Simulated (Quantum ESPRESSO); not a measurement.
Ta2C under changes of volume

One of the cells (13.774 Å³/atom); the others are scaled copies at fixed shape and fractional positions:

```
Ta C
1.0
     3.10590    0.00000    0.00000
    -1.55295    2.68979    0.00000
     0.00000    0.00000    4.94640
Ta C
2 1
Direct
  0.66667 0.33333 0.74799
  0.33333 0.66667 0.25201
  0.00000 0.00000 0.00000
```

```yaml
Program: Quantum ESPRESSO 7.5
Functional: PBEsol
Potentials_or_basis: GBRV 1.5 PBEsol
Cutoff: 762 eV
Density_cutoff: 6095 eV
k_mesh: 10 × 10 × 6
Occupations: fermi-dirac, width 0.05 eV
Spin: no spin polarisation
```

```csv
volume (Å³/atom),energy over the lowest point (meV/atom),pressure (GPa)
12.948,32.44,16.5
13.223,10.32,9.3
13.499,0.00,2.8
13.774,?,?
14.050,10.21,-8.4
14.325,28.74,-13.1
14.601,55.05,-17.4
```

**Question.** What does the run at 13.774 Å³/atom give?

**Answer.** Energy over the lowest point 0.31 meV/atom; pressure -3.1 GPa.

Worked out: A Birch-Murnaghan fit of order 3 (a polynomial in V^(-2/3)) to the other rows has its minimum at 13.63 Å³/atom with B0 = V·E''(V) = 291 GPa and B' = 4.2 at fixed shape and positions, which overstates the stiffness. It gives 0.31 meV/atom at 13.774 Å³/atom, against the run's 0.31, and -dE/dV = -3.1 GPa, against -3.1.

Energies are extrapolated to zero smearing.
